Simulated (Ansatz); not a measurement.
**CdTe: single point with PBE**

**What was measured.**

A printed reference work, data compilation reports, for a bulk crystal of CdTe at 0 K: band gap 1.607 eV.

The system is CdTe.

```
CELL_PARAMETERS angstrom
0.00000 3.20500 3.20500
3.20500 0.00000 3.20500
3.20500 3.20500 0.00000
ATOMIC_POSITIONS crystal
Te 0.75000 0.75000 0.75000
Cd 0.00000 0.00000 0.00000
```

```
Program             : Ansatz 0.2.0
Task                : single point
Functional          : PBE
Potentials or basis : all-electron LAPW, scalar-relativistic
Cutoff              : 260 eV (chosen from the basis error)
Basis error allowed : 0.001 eV/atom
k mesh              : 7 × 7 × 7
Occupations         : gaussian, width 0.014 eV
Spin                : no spin polarisation
```

```
Pressure               : 4.3 GPa
Band gap on the k mesh : 0.87 eV, direct
```

Levels at points of the mesh, in eV from the valence-band top:
| k point | band 20 | band 21 | band 22 | band 23 | band 24 | band 25 |
| --- | --- | --- | --- | --- | --- | --- |
| (0.00, 0.00, 0.00) | 0.00 | 0.00 | 0.00 | 0.87 | 4.60 | 4.60 |

Wall time 12 s on 1 thread of Arm Neoverse V2, with other jobs on the host, peak memory 0.29 GiB.

Against the measured gap of CdTe, 1.607 eV (0 K; a printed reference work, data compilation), the calculated 0.87 eV is off by -0.73 eV. Spin-orbit coupling on Cd, Te is left out. The value is that of PBE, without temperature or zero-point motion. Semilocal functionals fall short of measured gaps as a rule.

Caveat: spin-orbit coupling is left out, which moves the levels of the heavy elements.
